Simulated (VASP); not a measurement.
# Al2Pt (Fm-3m) in VASP: a series of runs

The runs below take Al2Pt through equation of state, with PBE+D3(BJ).

Program: VASP 6.6.1. These are calculated values, not measurements. Logs are shortened: lines on timing, memory, paths and dates and some standing lists are left out, and cuts for length are marked.

## Step 1: The crystal as given

It takes space group Fm-3m (No. 225, cubic). The conventional cell has a = 5.883 Å, b = 5.883 Å, c = 5.883 Å, α = 90.00°, β = 90.00°, γ = 90.00°. Around Pt (site symmetry m-3m) lie 8 Al at 2.55 Å. Al (site symmetry -43m) is surrounded by 4 Pt at 2.55 Å.

## Step 2: Equation of state, PBE+D3(BJ), 16.29 Å³/atom (a relaxed cell with its volume scaled by 0.96)

The input, INCAR:

```
PREC = Accurate
ENCUT = 520
EDIFF = 1E-7
ISMEAR = -1
SIGMA = 0.05
LREAL = F
LASPH = T
NELM = 100
ALGO = Normal
ISIF = 2
LWAVE = F
LCHARG = F
GGA = PE
IVDW = 12
```

The input, KPOINTS:

```
regular mesh
0
Gamma
  8 8 8
```

The input, POSCAR:

```
Al2Pt                                   
1.0
    0.0000000000      2.9018466687      2.9018466687
    2.9018466687      0.0000000000      2.9018466687
    2.9018466687      2.9018466687     -0.0000000000
  Pt              Al            
     1     2
Direct
     0.0000000000000000    0.0000000000000000    0.0000000000000000
     0.7500000000000000    0.7500000000000000    0.7500000000000000
     0.2500000000000000    0.2500000000000000    0.2500000000000000
```

Potentials or basis: VASP PAW PBE potentials, release 64 (Pt, Al).

On the command line:

```sh
$ cat potpaw_PBE.64/Pt/POTCAR potpaw_PBE.64/Al/POTCAR > POTCAR
$ mpirun -np 1 vasp_std > vasp.out
```

OUTCAR:

```text
PREC = Accurate
   ENCUT = 520
   EDIFF = 1E-7
   ISMEAR = -1
   LREAL = F
   LASPH = T
   NELM = 100
   ISIF = 2
   GGA = PE
   IVDW = 12
 IVDW          = 12

 ion  position               nearest neighbor table
   1  0.000  0.000  0.000-   2 2.51   3 2.51   2 2.51   2 2.51   2 2.51   3 2.51   3 2.51   3 2.51

   2  0.750  0.750  0.750-   1 2.51   1 2.51   1 2.51   1 2.51   3 2.90   3 2.90   3 2.90   3 2.90
                             3 2.90   3 2.90
   3  0.250  0.250  0.250-   1 2.51   1 2.51   1 2.51   1 2.51   2 2.90   2 2.90   2 2.90   2 2.90
                             2 2.90   2 2.90

  LATTYP: Found a face centered cubic cell.
 ALAT       =     5.8036933374

  Lattice vectors:

 A1 = (   0.0000000000,   2.9018466687,   2.9018466687)
 A2 = (   2.9018466687,   0.0000000000,   2.9018466687)
 A3 = (   2.9018466687,   2.9018466687,   0.0000000000)

Analysis of symmetry for initial positions (statically):
=====================================================================
 Subroutine PRICEL returns:
 Original cell was already a primitive cell.

 Routine SETGRP: Setting up the symmetry group for a
 face centered cubic supercell.

 Subroutine GETGRP returns: Found 48 space group operations
 (whereof 48 operations were pure point group operations)
 out of a pool of 48 trial point group operations.

The static configuration has the point symmetry O_h .

Analysis of symmetry for dynamics (positions and initial velocities):
=====================================================================
 Subroutine PRICEL returns:
 Original cell was already a primitive cell.

 Routine SETGRP: Setting up the symmetry group for a
 face centered cubic supercell.

 Subroutine GETGRP returns: Found 48 space group operations
 (whereof 48 operations were pure point group operations)
 out of a pool of 48 trial point group operations.

The dynamic configuration has the point symmetry O_h .

 Subroutine INISYM returns: Found 48 space group operations
 (whereof 48 operations are pure point group operations),
 and found     1 'primitive' translations

----------------------------------------------------------------------------------------

                                     Primitive cell

  volume of cell :      48.8712

  direct lattice vectors                    reciprocal lattice vectors
     0.000000000  2.901846669  2.901846669    -0.172304073  0.172304073  0.172304073
     2.901846669  0.000000000  2.901846669     0.172304073 -0.172304073  0.172304073
     2.901846669  2.901846669  0.000000000     0.172304073  0.172304073 -0.172304073

  length of vectors
     4.103830915  4.103830915  4.103830915     0.298439409  0.298439409  0.298439409

[... 98 lines left out ...]
   EFERMI_NEDOS =   21; number of points for ismear=-14 and -15
   IALGO  =     38    algorithm
   IMIX   =      4    mixing-type and parameters
     AMIX     =   0.40;   BMIX     =  1.00
     AMIX_MAG =   1.60;   BMIX_MAG =  1.00
  volume/ion in A,a.u.               =      16.29       109.93
  Fermi-wavevector in a.u.,A,eV,Ry     =   1.128315  2.132206 17.321506  1.273095
  Thomas-Fermi vector in A             =   2.265005
   LORBIT       =      0    0 simple, 1 ext, 2 COOP (PROOUT), +10 PAW based schemes
   GGA     = PE    functional components
   LHFCALC =     F    Hartree Fock is set to
   AEXX    =    0.0000 exact exchange contribution
   IVDW    =    12    specifies the selected vdW correction
   LEPSILON=     F    determine dielectric tensor
   LRPA    =     F    only Hartree local field effects (RPA)
 non-spin polarized calculation
  energy-cutoff  :      520.00
  volume of cell :       48.87
 maximum number of plane-waves:      1363
 NGX is ok and might be reduce to    32
   NGX = 15   NGY = 15   NGZ = 15

 number of electron      16.0000000 magnetization

 Free energy of the ion-electron system (eV)
  ---------------------------------------------------
  ext. energy  EPLUGINS =         0.00000000
  ---------------------------------------------------
  free energy    TOTEN  =       -16.12831506 eV

  energy without entropy =      -16.11637840  energy(sigma->0) =      -16.12234673

 E-fermi :   8.5402     XC(G=0): -10.9423

 val. band max:        8.4832008781   @ k =   0.3750   0.2500   0.0000
 cond. band min:       8.5683851588   @ k =  -0.3750   0.1250   0.0000
 fundamental gap:      0.0851842807
 Fermi energy:         8.5401694243

 k-point     1 :       0.0000    0.0000    0.0000
  band No.  band energies     occupation
      1      -2.0614      2.00000
      2       3.2130      2.00000
      3       3.2130      2.00000
      4       3.2130      2.00000
      5       4.6312      2.00000
      6       4.6312      2.00000
      7      11.9377      0.00000
      8      12.4222      0.00000
      9      12.4222      0.00000
     10      12.4222      0.00000
     11      14.2875      0.00000
     12      14.2875      0.00000
[... 331 lines left out ...]
 k-point    24 :      -0.3750    0.2500    0.1250
  band No.  band energies     occupation
      1       0.9709      2.00000
      2       2.2501      2.00000
      3       3.3625      2.00000
      4       3.9002      2.00000
      5       4.2102      2.00000
      6       4.8662      2.00000
      7       5.1610      2.00000
      8       7.5757      2.00000
      9       8.6818      0.11113
     10      12.5623      0.00000
     11      14.0390      0.00000
     12      15.6303      0.00000

 [... further k-points ...]

------------------------ aborting loop because EDIFF is reached ----------------------------------------

 Edisp (eV)   -1.35914

 E8    (eV) :    -0.6188

  FORCE on cell =-STRESS in cart. coord.  units (eV):
  Direction    XX          YY          ZZ          XY          YZ          ZX
  --------------------------------------------------------------------------------------
  -------------------------------------------------------------------------------------
  Total       1.90572     1.90572     1.90572     0.00000     0.00000     0.00000
  in kB      62.47655    62.47655    62.47655     0.00000     0.00000     0.00000
  external pressure =       62.48 kB  Pullay stress =        0.00 kB

 VOLUME and BASIS-vectors are now :
 -----------------------------------------------------------------------------
  energy-cutoff  :      520.00
  volume of cell :       48.87
      direct lattice vectors                 reciprocal lattice vectors
     0.000000000  2.901846669  2.901846669    -0.172304073  0.172304073  0.172304073
     2.901846669  0.000000000  2.901846669     0.172304073 -0.172304073  0.172304073
     2.901846669  2.901846669  0.000000000     0.172304073  0.172304073 -0.172304073

 POSITION                                       TOTAL-FORCE (eV/Angst)
 -----------------------------------------------------------------------------------
      0.00000      0.00000      0.00000         0.000000     -0.000000      0.000000
      4.35277      4.35277      4.35277        -0.000000      0.000000     -0.000000
      1.45092      1.45092      1.45092        -0.000000     -0.000000      0.000000
 -----------------------------------------------------------------------------------
    total drift:                                0.000000     -0.000000      0.000000

  FREE ENERGIE OF THE ION-ELECTRON SYSTEM (eV)
  ---------------------------------------------------
  free  energy   TOTEN  =       -17.4874592612 eV

  energy  without entropy=      -17.4755226041  energy(sigma->0) =      -17.48149093
```

OSZICAR:

```text
N       E                     dE             d eps       ncg     rms          rms(c)
DAV:   1     0.516630594372E+02    0.51663E+02   -0.68700E+03   720   0.114E+03
DAV:   2    -0.148232162265E+02   -0.66486E+02   -0.60353E+02   840   0.193E+02
DAV:   3    -0.167151799333E+02   -0.18920E+01   -0.18659E+01   872   0.311E+01
DAV:   4    -0.167311405683E+02   -0.15961E-01   -0.15956E-01   840   0.343E+00
DAV:   5    -0.167313905498E+02   -0.24998E-03   -0.24998E-03   888   0.455E-01    0.943E+00
DAV:   6    -0.162365869579E+02    0.49480E+00   -0.24817E+00   796   0.157E+01    0.245E+00
DAV:   7    -0.161588513644E+02    0.77736E-01   -0.17260E-01   772   0.430E+00    0.180E+00
DAV:   8    -0.161281631264E+02    0.30688E-01   -0.27230E-02   788   0.168E+00    0.248E-01
DAV:   9    -0.161281894396E+02   -0.26313E-04   -0.17237E-03   852   0.410E-01    0.160E-01
DAV:  10    -0.161283167203E+02   -0.12728E-03   -0.31051E-04   768   0.151E-01    0.163E-02
DAV:  11    -0.161283137713E+02    0.29491E-05   -0.15292E-05   848   0.424E-02    0.732E-03
DAV:  12    -0.161283151134E+02   -0.13421E-05   -0.43684E-06   740   0.164E-02    0.235E-03
DAV:  13    -0.161283150597E+02    0.53651E-07   -0.57496E-07   864   0.789E-03
   1 F= -.17487459E+02 E0= -.17481491E+02  d E =-.119367E-01
```

Run time: 16 s. Hardware: 1 thread of Intel Xeon Platinum 8488C (Sapphire Rapids), shared host; peak memory 0.19 GiB.

Results:

```yaml
Free_energy: -17.4875 eV
Pressure: 6.2 GPa
Band_gap_on_the_k_mesh: none (metal or under the smearing width)
Dispersion_energy_per_atom: -0.453 eV
```

Caveat: pairwise dispersion overbinds metals, which lowers pressure and volume.

## Step 3: Equation of state, PBE+D3(BJ), 16.63 Å³/atom (a relaxed cell with its volume scaled by 0.98)

INCAR is that of step 2.

KPOINTS is that of step 2.

The input, POSCAR:

```
Al2Pt                                   
1.0
    0.0000000000      2.9218600367      2.9218600367
    2.9218600367      0.0000000000      2.9218600367
    2.9218600367      2.9218600367     -0.0000000000
  Pt              Al            
     1     2
Direct
     0.0000000000000000    0.0000000000000000    0.0000000000000000
     0.7500000000000000    0.7500000000000000    0.7500000000000000
     0.2500000000000000    0.2500000000000000    0.2500000000000000
```

Potentials or basis: VASP PAW PBE potentials, release 64 (Pt, Al).

On the command line:

```sh
$ cat potpaw_PBE.64/Pt/POTCAR potpaw_PBE.64/Al/POTCAR > POTCAR
$ mpirun -np 1 vasp_std > vasp.out
```

Wall time 18 s (1 thread of Intel Xeon Platinum 8488C (Sapphire Rapids), shared host); peak memory 0.19 GiB.

It converged, with:

```
Free energy                : -17.5167 eV
Pressure                   : 2.9 GPa
Band gap on the k mesh     : none (metal or under the smearing width)
Dispersion energy per atom : -0.443 eV
```

Caveat: pairwise dispersion overbinds metals, which lowers pressure and volume.

## Step 4: Equation of state, PBE+D3(BJ), 16.97 Å³/atom

INCAR is that of step 3.

KPOINTS is that of step 3.

The input, POSCAR:

```
Al2Pt                                   
1.0
    0.0000000000      2.9416029332      2.9416029332
    2.9416029332      0.0000000000      2.9416029332
    2.9416029332      2.9416029332     -0.0000000000
  Pt              Al            
     1     2
Direct
     0.0000000000000000    0.0000000000000000    0.0000000000000000
     0.7500000000000000    0.7500000000000000    0.7500000000000000
     0.2500000000000000    0.2500000000000000    0.2500000000000000
```

On the command line:

```sh
$ cat potpaw_PBE.64/Pt/POTCAR potpaw_PBE.64/Al/POTCAR > POTCAR
$ mpirun -np 1 vasp_std > vasp.out
```

It took 20 s on 1 thread of Intel Xeon Platinum 8488C (Sapphire Rapids), shared host; peak memory 0.18 GiB.

It converged, with:

| Quantity | Value |
| --- | --- |
| Free energy | -17.5260 eV |
| Pressure | 0.0 GPa |
| Band gap on the k mesh | none (metal or under the smearing width) |
| Dispersion energy per atom | -0.434 eV |

Caveat: pairwise dispersion overbinds metals, which lowers pressure and volume.

## Step 5: Equation of state, PBE+D3(BJ), 17.31 Å³/atom (a relaxed cell with its volume scaled by 1.02)

INCAR is that of step 4.

KPOINTS is that of step 4.

The input, POSCAR:

```
Al2Pt                                   
1.0
    0.0000000000      2.9610843150      2.9610843150
    2.9610843150      0.0000000000      2.9610843150
    2.9610843150      2.9610843150     -0.0000000000
  Pt              Al            
     1     2
Direct
     0.0000000000000000    0.0000000000000000    0.0000000000000000
     0.7500000000000000    0.7500000000000000    0.7500000000000000
     0.2500000000000000    0.2500000000000000    0.2500000000000000
```

On the command line:

```sh
$ cat potpaw_PBE.64/Pt/POTCAR potpaw_PBE.64/Al/POTCAR > POTCAR
$ mpirun -np 1 vasp_std > vasp.out
```

It took 19 s on 1 thread of Intel Xeon Platinum 8488C (Sapphire Rapids), shared host; peak memory 0.18 GiB.

It converged, with:

| Quantity | Value |
| --- | --- |
| Free energy | -17.5175 eV |
| Pressure | -2.7 GPa |
| Band gap on the k mesh | none (metal or under the smearing width) |
| Dispersion energy per atom | -0.425 eV |

Caveat: pairwise dispersion overbinds metals, which lowers pressure and volume.

## Step 6: Equation of state, PBE+D3(BJ), 17.65 Å³/atom (a relaxed cell with its volume scaled by 1.04)

INCAR is that of step 5.

KPOINTS is that of step 5.

The input, POSCAR:

```
Al2Pt                                   
1.0
    0.0000000000      2.9803126740      2.9803126740
    2.9803126740      0.0000000000      2.9803126740
    2.9803126740      2.9803126740     -0.0000000000
  Pt              Al            
     1     2
Direct
     0.0000000000000000    0.0000000000000000    0.0000000000000000
     0.7500000000000000    0.7500000000000000    0.7500000000000000
     0.2500000000000000    0.2500000000000000    0.2500000000000000
```

Potentials or basis: VASP PAW PBE potentials, release 64 (Pt, Al).

On the command line:

```sh
$ cat potpaw_PBE.64/Pt/POTCAR potpaw_PBE.64/Al/POTCAR > POTCAR
$ mpirun -np 1 vasp_std > vasp.out
```

It took 22 s on 1 thread of Intel Xeon Platinum 8488C (Sapphire Rapids), shared host; peak memory 0.18 GiB.

It converged, with:

```
Free energy                : -17.4930 eV
Pressure                   : -5.1 GPa
Band gap on the k mesh     : none (metal or under the smearing width)
Dispersion energy per atom : -0.416 eV
```

Caveat: pairwise dispersion overbinds metals, which lowers pressure and volume.

## Step 7: Equation of state, PBE+D3(BJ)

This step only gathers the single runs of the series.

Results:

```
Equilibrium volume                      : 16.97 Å³/atom
Bulk modulus                            : 140 GPa
Pressure derivative of the bulk modulus : 4.5 (rough: it moves with the points fitted)
```

Energy against volume, from the lowest point:
```
volume (Å³/atom)  energy (meV/atom)
          16.290              12.86
          16.630               3.11
          16.969               0.00
          17.309               2.85
          17.648              11.02
```
